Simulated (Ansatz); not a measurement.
Reactions of F2H4O3Si2, SMILES `O[SiH](O)O[SiH](F)F`.

Program: Ansatz. Geometries: PBE0-D4/def2-TZVP. ΔE: electronic, gas phase. CBS: MP2 limit from def2 TZ/QZ plus the TZ coupled-cluster correction, frozen cores. This one scheme is used for every species. DFT in def2-TZVPP. Elements past krypton have def2 core potentials. For Ge, Mo outer-core shells are correlated without core-valence functions, which leaves a few kJ/mol of doubt a bond. Scalar relativity is left out up to krypton. One conformer a species, not always the lowest.

```tsv
reaction	CCSD/CBS(def2) (kJ/mol)	ωB97M-V (kJ/mol)	B2PLYP (kJ/mol)	CCSD(T)/CBS(def2) (kJ/mol)
`O[SiH](O)O[SiH](F)F` + `[NH]=[Mo](=[NH])([OH])[Cl]` → `O[SiH](O)O[SiH](O)F` + `[NH]=[Mo](=[NH])([F])[Cl]`	15	9	13	15
`O[SiH](O)O[SiH](F)F` + H₂S → `F[SiH](F)S` + `O[SiH](O)O`	84	78	80	81
`O[SiH](O)O[SiH](F)F` + `C=C=N` → `C=C=N[SiH](F)F` + `O[SiH](O)O`	66	63	62	65
`O[SiH](O)O[SiH](F)F` + `CN(C)[SiH3]` → `CN(C)[SiH](O)O` + `F[SiH](F)O[SiH3]`	5	6	5	5
`O[SiH](O)O[SiH](F)F` + `C=C[SiH2][S][GeH3]` → `C=C[SiH2]S[SiH](F)F` + `O[SiH](O)[O][GeH3]`	88	82	83	86
`O[SiH](O)O[SiH](F)F` + `F[Si](F)(F)[SiH3]` → `O[SiH](O)[Si](F)(F)F` + `F[SiH](F)O[SiH3]`	53	55	51	54
`O[SiH](O)O[SiH](F)F` + `CC(=O)O` → `CC(=O)O[SiH](F)F` + `O[SiH](O)O`	40	39	41	39
`O[SiH](O)O[SiH](F)F` + `O[SiH](O)S` → `O[SiH](O)S[SiH](O)O` + `O[SiH](F)F`	60	51	58	53
`O[SiH](O)O[SiH](F)F` + `C=C[SiH](O)[SiH2]O` → `C=C[SiH](O)[SiH](O)O` + `O[SiH2]O[SiH](F)F`	11	9	8	10
`O[SiH](O)O[SiH](F)F` + `O[Si](F)(F)F` → `O[SiH](O)O[Si](F)(F)F` + `O[SiH](F)F`	-2	-2	-2	-2
```

Largest T1 diagnostic: 0.021, for `[NH]=[Mo](=[NH])([OH])[Cl]`.
